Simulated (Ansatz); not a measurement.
# P (Cmce) in Ansatz: notebook

One crystal, P, is run at these levels: LDA; tasks: single point, equation of state.

All numbers are computed with Ansatz 0.2.0; they aren't measurements. Logs are shortened: lines on timing, memory, paths and dates and some standing lists are left out, and cuts for length are marked.

## (1) The crystal as given

The structure is orthorhombic, space group Cmce (No. 64). Conventional cell: a = 3.295 Å, b = 10.930 Å, c = 4.544 Å, α = 90.00°, β = 90.00°, γ = 90.00°. P (site symmetry m) has 3 P at 2.20 to 2.25 Å as nearest neighbours.

## (2) Single point, LDA, 19.23 Å³/atom (volume scaled by 0.94)

Input file input.yaml:

```yaml
crystal:
  lattice:
    - [1.6141062751, -5.3534750391, 0.0]
    - [1.6141062751, 5.3534750391, 0.0]
    - [0.0, 0.0, 4.450882307]
  atoms:
    - { symbol: P, position: [0.90414313, 0.09585687, 0.58881517] }
    - { symbol: P, position: [0.09585687, 0.90414313, 0.41118483] }
    - { symbol: P, position: [0.59585687, 0.40414313, 0.08881517] }
    - { symbol: P, position: [0.40414313, 0.59585687, 0.91118483] }
kpoints:
  mp_grid: { grid: [8, 8, 6] }
scf:
  occupations: { method: fermi_dirac, width: 0.05 }
hamiltonian:
  xc: lda
  pseudopotentials: { kind: all_electron, lapw: { basis_error: 0.002 } }
output:
  forces: true
  stress: true
  eigenvalues: true
```

Potentials or basis: all-electron LAPW, scalar-relativistic.

The run is started by

```
$ ansatz run input.yaml --threads 2 --pin off --max-ram 6144MiB --backend cpu --events-out ev --progress --plain --runs-dir out
```

Standard output:

```text
Warning: RAYON_NUM_THREADS=2 ignored (pool sized by the plan → 2); use --threads N
LAPW: plane waves up to 7.887 Å⁻¹, error target 2.0e-3 eV per atom; small_component_spin mean_spin; P in spheres of 1.080 Å, 13 of its electrons in bands, Dirac shells [] (how accurate: hamiltonian.pseudopotentials.lapw.basis_error, Limitations)
Engine: ansatz 0.2.0, x86_64-unknown-linux-gnu
Pseudopotentials: kind: all_electron
Pseudopotential: P, LAPW, valence charge 13, lapw/all_electron/scalar/gaussian/P, Koelling and Harmon's equation, gaussian nucleus
Functional definition: SPW92
  exchange = slater_x
  correlation = pw_c
Crystal: 4 atoms, lattice volume = 76.921 Å³
Basis set: ecut = 237.00956906649213 eV, 615 PW (Γ), FFT grids on a1+a2, a2, a3, exchange–correlation at level 2
Bands: 32, of which v1, the nominal top of the filled ones, is band 26 counted from 1 (25 counted from 0)
Symmetry: 8 space group operations
Space group: Cmce (ITA 64), of the structure as read, at distance tolerance 4.3e-5 Å
k-points: 84 of 384
Non-local potential: P, projectors of the file, none
Initial density: superposition of atomic densities (chi_scale 0.1, normalization cell)
Initial wavefunctions: plane waves of lowest kinetic energy (no species holds an atomic orbital)
Functional: x = slater, c = lda
iter 1 solved again at ethr=1.71e-3 eV; its pass at ethr=1.00e-1 eV (dr2=8.89e-1 eV) is discarded
SCF iter   1: F=—  HF=-37117.480014 eV  |F-HF|=—  |Δ(HF+E_count)|=         —  Δρ=3.74e-2  dr2=8.92e-1  ethr=1.71e-3  ⟨swp⟩=2.0  Hψ=18994  notcnv=0
preconditioner: auto → Kerker (q_TF=auto, 2.556 Å⁻¹)  [metal: Δε(μ)=0.088 eV  Ē_g=10.002 eV  σ=0.050 eV  W_gap=0.41  n_scr=22 (ndim 8)  ℏωp=18.9 eV  f_vac=0.000  D(μ)=0.06/eV (n_scr^D=0)]
SCF iter   2: F=—  HF=-37117.317890 eV  |F-HF|=—  |Δ(HF+E_count)|=   1.62e-1  Δρ=2.35e-2  dr2=4.09e-1  ethr=1.71e-3  ⟨swp⟩=2.0  Hψ=7609  notcnv=0  defer=1
iter 3 solved again at ethr=2.41e-5 eV; its pass at ethr=7.86e-4 eV (dr2=1.25e-2 eV) is discarded
SCF iter   3: F=—  HF=-37117.189463 eV  |F-HF|=—  |Δ(HF+E_count)|=   1.28e-1  Δρ=3.21e-3  dr2=1.23e-2  ethr=2.41e-5  ⟨swp⟩=2.0  Hψ=13259  notcnv=0
SCF iter   4: F=—  HF=-37117.188513 eV  |F-HF|=—  |Δ(HF+E_count)|=         —  Δρ=8.25e-4  dr2=9.52e-4  ethr=2.36e-5  ⟨swp⟩=2.0  Hψ=7115  notcnv=0
the basis was enlarged: its passes take 140.2 KiB over the memory plan, 2 of 2 planned eigensolver slots
SCF iter   5: F=—  HF=-37117.188368 eV  |F-HF|=—  |Δ(HF+E_count)|=   1.45e-4  Δρ=3.18e-4  dr2=1.28e-4  ethr=1.83e-6  ⟨swp⟩=2.5  Hψ=7189  notcnv=0
SCF iter   6: F=—  HF=-37117.188366 eV  |F-HF|=—  |Δ(HF+E_count)|=   1.58e-6  Δρ=8.04e-5  dr2=1.56e-5  ethr=2.47e-7  ⟨swp⟩=2.0  Hψ=7109  notcnv=0
SCF iter   7: F=—  HF=-37117.188364 eV  |F-HF|=—  |Δ(HF+E_count)|=   2.52e-6  Δρ=3.57e-5  dr2=3.02e-6  ethr=3.01e-8  ⟨swp⟩=2.5  Hψ=7163  notcnv=0
SCF iter   8: F=—  HF=-37117.188363 eV  |F-HF|=—  |Δ(HF+E_count)|=   6.10e-7  Δρ=1.11e-5  dr2=2.64e-7  ethr=5.80e-9  ⟨swp⟩=3.0  Hψ=7253  notcnv=0
SCF iter   9: F=-37117.188363 eV  HF=-37117.188363 eV  |F-HF|=8.02e-9  |Δ(HF+E_count)|=   1.16e-7  Δρ=4.32e-6  dr2=2.70e-8  ethr=5.07e-10  ⟨swp⟩=3.0  Hψ=7332  notcnv=0
SCF 1 converged in 9 iterations: F = -37117.188363 eV  dr2 = 2.70e-8
SCF converged after 9 iterations
Free energy (F): -37117.188363 eV
Harris-Foulkes:  -37117.188363 eV  (|F-HF|=8.02e-9)
Internal energy: -37117.187272 eV  (E = F + TS)
E sigma→0 (E₀):  -37117.187817 eV
Entropy (-TS):   -0.001091 eV (-0.273 meV/atom)
Fermi energy:    8.430610 eV
--- Per-component energies (eV) ---
  E_band       = -3923.429315
  E_kinetic    = 37221.100991
  E_xc         = -2404.415064
  E_electrostatic = -71933.873198  (all electrons and nuclei)
  E_smearing   = -0.001091  (= −TS)
  E_closure    = 0.000000  (closes the sum)
  E_atoms      = -37093.284769  (free atoms, spherical and without spin; not in F)
  Σ components = -37117.188363   (vs F -37117.188363, Δ=0.00e0)
  Basis errors (estimates in eV, not in F): energy 1.0e-3 per atom: plane waves 9.8e-4 (5.9e-4 summed), levels above the bands 1.9e-46, relativity 3.9e-9, radial functions 6.0e-5, core shells 6.1e-10; eigenvalues (radial functions only) 1.1e-6; not estimated: angular momenta, meshes, grids; target (lapw.basis_error) 2.0e-3; muffin-tin radii P 1.080 Å
--- Forces (eV/Å), atoms counted from 1 ---
  atom   1  P     -0.00000000     0.49643269    -0.55333046
  atom   2  P      0.00000000    -0.49643269     0.55333046
  atom   3  P      0.00000000    -0.49643269    -0.55333046
  atom   4  P     -0.00000000     0.49643269     0.55333046
  max |Σ_I F_I| component: 0.00e0 eV/Å
--- Stress (GPa, compression-positive) ---
        3.765954       0.000000       0.000000
        0.000000       2.409462       0.000000
        0.000000       0.000000       2.814169
  P = ⅓ Tr σ = 2.9965 GPa (29.965 kbar)
--- Band table (eV; the first three rows and the last of 84) ---
  k-point 0: bands = ["-159.9495", "-159.9480", "-159.9456", "-159.9441", "-111.3321", "-111.3298", "-111.3290", "-111.3255", "-111.3250", "-111.3179", "-111.3163", "-111.3156", "-111.2442", "-111.2416", "-111.2393", "-111.2371", "-7.9312", "-4.9724", "-1.5420", "1.2326", "3.1638", "3.6867", "4.1749", "5.3924", "5.7667", "7.1123", "8.8554", "9.3214", "10.3474", "11.3564", "14.1005", "14.9078"]
  k-point 1: bands = ["-159.9494", "-159.9482", "-159.9454", "-159.9441", "-111.3319", "-111.3297", "-111.3290", "-111.3271", "-111.3234", "-111.3182", "-111.3163", "-111.3156", "-111.2441", "-111.2419", "-111.2390", "-111.2372", "-7.7795", "-5.2210", "-1.5534", "1.0485", "3.0917", "3.7879", "4.2849", "5.6854", "6.1560", "6.3883", "9.3051", "10.0921", "10.1482", "11.1789", "13.2784", "13.9299"]
  k-point 2: bands = ["-159.9492", "-159.9485", "-159.9451", "-159.9443", "-111.3313", "-111.3296", "-111.3292", "-111.3288", "-111.3217", "-111.3190", "-111.3161", "-111.3157", "-111.2438", "-111.2425", "-111.2385", "-111.2375", "-7.3390", "-5.8753", "-1.3098", "0.2815", "3.0417", "4.5913", "4.8049", "5.2345", "5.4246", "7.3875", "9.7457", "9.7763", "11.0418", "11.6504", "12.1556", "13.5394"]
  k-point 83: bands = ["-159.9489", "-159.9489", "-159.9447", "-159.9447", "-111.3302", "-111.3302", "-111.3294", "-111.3294", "-111.3202", "-111.3202", "-111.3160", "-111.3160", "-111.2432", "-111.2432", "-111.2379", "-111.2379", "-6.5943", "-6.5943", "-1.2333", "-1.2333", "4.9875", "4.9875", "5.5418", "5.5418", "6.4140", "6.4140", "9.8025", "9.8025", "11.0286", "11.0286", "11.6418", "11.6418"]
```

It took 5.4 s on 2 threads of AMD EPYC 9B45 (Zen 5), shared host; peak memory 0.48 GiB.

What came out:

* Free energy: -37117.1884 eV
* Pressure: 3.0 GPa
* Largest force: 0.743 eV/Å
* Band gap on the k mesh: 0.08 eV, direct

## (3) Single point, LDA, 19.64 Å³/atom (volume scaled by 0.96)

input.yaml: that of step 2 with these lines changed.

```diff
@@ -2,5 +2,5 @@
   lattice:
-    - [1.6141062751, -5.3534750391, 0.0]
-    - [1.6141062751, 5.3534750391, 0.0]
-    - [0.0, 0.0, 4.450882307]
+    - [1.6254735952, -5.3911768097, 0.0]
+    - [1.6254735952, 5.3911768097, 0.0]
+    - [0.0, 0.0, 4.4822275814]
   atoms:
```

Potentials or basis: all-electron LAPW, scalar-relativistic.

The run is started by

```
$ ansatz run input.yaml --threads 2 --pin off --max-ram 6144MiB --backend cpu --events-out ev --progress --plain --runs-dir out
```

Run time: 5.6 s. Hardware: 2 threads of AMD EPYC 9B45 (Zen 5), shared host; peak memory 0.48 GiB.

The run converged. Its results:

* Free energy: -37117.2091 eV
* Pressure: 1.1 GPa
* Largest force: 0.542 eV/Å
* Band gap on the k mesh: 0.06 eV, direct

## (4) Single point, LDA, 20.05 Å³/atom (volume scaled by 0.98)

input.yaml: that of step 3 with these lines changed.

```diff
@@ -2,5 +2,5 @@
   lattice:
-    - [1.6254735952, -5.3911768097, 0.0]
-    - [1.6254735952, 5.3911768097, 0.0]
-    - [0.0, 0.0, 4.4822275814]
+    - [1.6366841122, -5.4283585144, 0.0]
+    - [1.6366841122, 5.4283585144, 0.0]
+    - [0.0, 0.0, 4.5131404726]
   atoms:
```

The run is started by

```
$ ansatz run input.yaml --threads 2 --pin off --max-ram 6144MiB --backend cpu --events-out ev --progress --plain --runs-dir out
```

Run time: 4.9 s. Hardware: 2 threads of AMD EPYC 9B45 (Zen 5), shared host; peak memory 0.47 GiB.

It converged, with:

```
Free energy            : -37117.2117 eV
Pressure               : -0.5 GPa
Largest force          : 0.359 eV/Å
Band gap on the k mesh : 0.05 eV, direct
```

## (5) Single point, LDA, 20.46 Å³/atom

input.yaml: that of step 4 with these lines changed.

```diff
@@ -2,5 +2,5 @@
   lattice:
-    - [1.6366841122, -5.4283585144, 0.0]
-    - [1.6366841122, 5.4283585144, 0.0]
-    - [0.0, 0.0, 4.5131404726]
+    - [1.6477431241, -5.4650377251, 0.0]
+    - [1.6477431241, 5.4650377251, 0.0]
+    - [0.0, 0.0, 4.54363559]
   atoms:
```

The run is started by

```
$ ansatz run input.yaml --threads 2 --pin off --max-ram 6144MiB --backend cpu --events-out ev --progress --plain --runs-dir out
```

It took 5 s on 2 threads of AMD EPYC 9B45 (Zen 5), shared host; peak memory 0.47 GiB.

Results (log left out):

```yaml
Free_energy: -37117.1982 eV
Pressure: -2.0 GPa
Largest_force: 0.197 eV/Å
Band_gap_on_the_k_mesh: 0.02 eV, direct
```

## (6) Single point, LDA, 20.87 Å³/atom (volume scaled by 1.02)

input.yaml: that of step 5 with these lines changed.

```diff
@@ -2,5 +2,5 @@
   lattice:
-    - [1.6477431241, -5.4650377251, 0.0]
-    - [1.6477431241, 5.4650377251, 0.0]
-    - [0.0, 0.0, 4.54363559]
+    - [1.6586556482, -5.5012310827, 0.0]
+    - [1.6586556482, 5.5012310827, 0.0]
+    - [0.0, 0.0, 4.5737267689]
   atoms:
```

Potentials or basis: all-electron LAPW, scalar-relativistic.

The run is started by

```
$ ansatz run input.yaml --threads 2 --pin off --max-ram 6144MiB --backend cpu --events-out ev --progress --plain --runs-dir out
```

Run time: 4.9 s. Hardware: 2 threads of AMD EPYC 9B45 (Zen 5), shared host; peak memory 0.46 GiB.

It converged, with:

```yaml
Free_energy: -37117.1702 eV
Pressure: -3.4 GPa
Largest_force: 0.104 eV/Å
Band_gap_on_the_k_mesh: 0.01 eV, direct
```

## (7) Single point, LDA, 21.28 Å³/atom (volume scaled by 1.04)

input.yaml: that of step 6 with these lines changed.

```diff
@@ -2,5 +2,5 @@
   lattice:
-    - [1.6586556482, -5.5012310827, 0.0]
-    - [1.6586556482, 5.5012310827, 0.0]
-    - [0.0, 0.0, 4.5737267689]
+    - [1.6694264413, -5.5369543634, 0.0]
+    - [1.6694264413, 5.5369543634, 0.0]
+    - [0.0, 0.0, 4.6034271255]
   atoms:
```

The run is started by

```
$ ansatz run input.yaml --threads 2 --pin off --max-ram 6144MiB --backend cpu --events-out ev --progress --plain --runs-dir out
```

It took 4.7 s on 2 threads of AMD EPYC 9B45 (Zen 5), shared host; peak memory 0.47 GiB.

The run converged. Its results:

```yaml
Free_energy: -37117.1292 eV
Pressure: -4.6 GPa
Largest_force: 0.181 eV/Å
Band_gap_on_the_k_mesh: 0.05 eV, direct
```

## (8) Single point, LDA, 21.69 Å³/atom (volume scaled by 1.06)

input.yaml: that of step 7 with these lines changed.

```diff
@@ -2,5 +2,5 @@
   lattice:
-    - [1.6694264413, -5.5369543634, 0.0]
-    - [1.6694264413, 5.5369543634, 0.0]
-    - [0.0, 0.0, 4.6034271255]
+    - [1.6800600174, -5.5722225395, 0.0]
+    - [1.6800600174, 5.5722225395, 0.0]
+    - [0.0, 0.0, 4.632749108]
   atoms:
```

The run is started by

```
$ ansatz run input.yaml --threads 2 --pin off --max-ram 6144MiB --backend cpu --events-out ev --progress --plain --runs-dir out
```

Wall time 4.7 s (2 threads of AMD EPYC 9B45 (Zen 5), shared host); peak memory 0.46 GiB.

Results (log left out):

```
Free energy            : -37117.0765 eV
Pressure               : -5.7 GPa
Largest force          : 0.308 eV/Å
Band gap on the k mesh : 0.08 eV, direct
```

## (9) Equation of state, LDA

Potentials or basis: all-electron LAPW, scalar-relativistic.

No new run: the results of the series are fitted here.

Results:

```yaml
Equilibrium_volume: 19.91 Å³/atom
Bulk_modulus_at_fixed_shape_and_positions: 80 GPa
Pressure_derivative_of_the_bulk_modulus: 4.3
```

Energy against volume, from the lowest point:
```
volume (Å³/atom)  energy (meV/atom)
          19.230               5.84
          19.639               0.66
          20.049               0.00
          20.458               3.37
          20.867              10.38
          21.276              20.64
          21.685              33.81
```

Caveat: the cell was scaled at fixed shape and fractional positions, which overstates the stiffness of a crystal with free parameters, most of all of layers and chains.
